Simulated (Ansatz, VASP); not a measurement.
**Cu: VASP beside Ansatz**

Contents of INCAR:

```
SYSTEM = Cu
ALGO     = Fast           ! electronic algorithm
EDIFF    = 1E-6           ! SCF threshold, eV
ENCUT    = 520            ! plane-wave cutoff, eV
GGA      = PE             ! functional
ISIF     = 2              ! what is computed and relaxed
ISMEAR   = 0              ! smearing method
LASPH    = .True.         ! aspherical terms in the spheres
LCHARG   = .False.        ! write CHGCAR
LREAL    = .False.        ! projectors in reciprocal space
LWAVE    = .False.        ! write WAVECAR
NBANDS   = 18             ! bands
NELM     = 60             ! most SCF steps
PREC     = Accurate       ! precision mode
SIGMA    = 0.1            ! smearing width, eV
```

The input KPOINTS:

```
k-points
0
Gamma
  24 24 12
  0 0 0
```

Contents of POSCAR:

```
Cu
1.0
    2.6193705803      0.0000000000      0.0000000000
   -1.3096852901      2.2684414644      0.0000000000
    0.0000000000      0.0000000000      4.2773987209
Cu
2
Direct
    0.3333333333      0.6666666667      0.2500000000
    0.6666666667      0.3333333333      0.7500000000
```

Input for Ansatz:

```yaml
crystal:
  lattice:
    - [2.6193705803, 0.0, 0.0]
    - [-1.3096852901, 2.2684414644, 0.0]
    - [0.0, 0.0, 4.2773987209]
  atoms:
    - { symbol: Cu, position: [0.3333333333, 0.6666666667, 0.25] }
    - { symbol: Cu, position: [0.6666666667, 0.3333333333, 0.75] }
basis:
  ecutwfc: 420
kpoints:
  mp_grid: { grid: [24, 24, 12] }
hamiltonian:
  xc: pbe
scf:
  occupations: { method: gaussian, width: 0.1 }
output:
  forces: true
  stress: true
  eigenvalues: true
```

Change from the starting cell: equal strain along all axes, cell held, atoms relaxed: +2.0 %.

Alike in both runs: task single point; functional PBE; k mesh 24 × 24 × 12; occupations gaussian, width 0.1 eV; no spin polarisation.

```csv
,VASP,Ansatz
version,VASP 6.6.1,Ansatz 0.2.0
potentials or method,"VASP PAW PBE potentials, release 64 (Cu)","scalar-relativistic, plane waves, PAW"
plane-wave cutoff (eV),520,420
valence electrons in the cell,22,38
```

|  | VASP | Ansatz | Ansatz less VASP |
| --- | --- | --- | --- |
| gap on the k mesh at the Fermi level (eV) | none | none | - |
| pressure (GPa) | -6.5 | -7.2 | -0.73 |
| largest component of the traceless stress (GPa) | 0.40 | 0.41 | +0.008 |

A gap of «none» marks a metal or a gap that the smearing closes. The two sets of potentials don't hold the same shells in valence.
